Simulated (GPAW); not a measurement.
# Rb in GPAW: convergence with plane-wave cutoff (eV)

Input of the first run (plane-wave cutoff (eV) 200); the others differ in this setting and in those tied to it:

run.py

```python
from ase import Atoms
from ase.dft.bandgap import bandgap
from ase.io import write
from ase.units import GPa
from gpaw import GPAW, PW

atoms = Atoms(['Rb'],
              cell=[[-2.8025, 2.8025, 2.8025],
                    [2.8025, -2.8025, 2.8025],
                    [2.8025, 2.8025, -2.8025]],
              scaled_positions=[[0.0, 0.0, 0.0]],
              pbc=True)

calc = GPAW(mode=PW(200),
            xc='RPBE',
            kpts={'size': (7, 7, 7), 'gamma': True},
            occupations={'name': 'fermi-dirac', 'width': 0.05},
            nbands=11,
            convergence={'density': 1e-05, 'energy': 1e-05},
            maxiter=100,
            txt='gpaw.txt')
atoms.calc = calc
energy = atoms.get_potential_energy()
forces = atoms.get_forces()
stress = atoms.get_stress()
calc.write('gs.gpw')
write('result.traj', atoms)
print(f'Energy: {energy:.6f} eV')
print('Forces (eV/A):')
print(forces.round(4))
print('Stress (GPa):', (stress / GPa).round(3))
print('Fermi level:', round(calc.get_fermi_level(), 4), 'eV')
print(f'Gap: {bandgap(calc)[0]:.4f} eV, direct: {bandgap(calc, direct=True)[0]:.4f} eV')
```

Potentials or basis: the program's PAW data sets (release 1.2.1) made for this functional, pw.

Launch:

```sh
$ OMP_NUM_THREADS=1 python run.py
```

Hardware: 1 thread of Arm Neoverse V1, with other jobs on the host.

Problem. The values tried are 200, 250, 300, 350, 400, 500, 600, 800, 1000, loosest first. From which on does the pressure stay within 0.1 GPa of the tightest run that finished?

Solution. From 300 on.

| plane-wave cutoff (eV) | energy less the tightest run, at zero smearing (meV/atom) | pressure (GPa) | SCF cycles | CPU time (s) | peak memory (GiB) |
| --- | --- | --- | --- | --- | --- |
| 200 | 114.93 | -0.12 | 8 | 2.9 | 0.12 |
| 250 | 33.62 | 0.12 | 9 | 4.5 | 0.12 |
| 300 | 14.83 | 0.38 | 9 | 4.2 | 0.13 |
| 350 | 13.69 | 0.38 | 9 | 6.2 | 0.13 |
| 400 | 9.55 | 0.35 | 9 | 7.2 | 0.14 |
| 500 | 4.48 | 0.40 | 9 | 10 | 0.15 |
| 600 | 3.85 | 0.39 | 9 | 11 | 0.16 |
| 800 | 0.33 | 0.39 | 9 | 12 | 0.19 |
| 1000 | 0.00 | 0.40 | 9 | 21 | 0.22 |

Against the tightest run, the energy stays within 1 meV/atom from 800 on. The tightest run that finished is the yardstick and may itself not be fully converged.
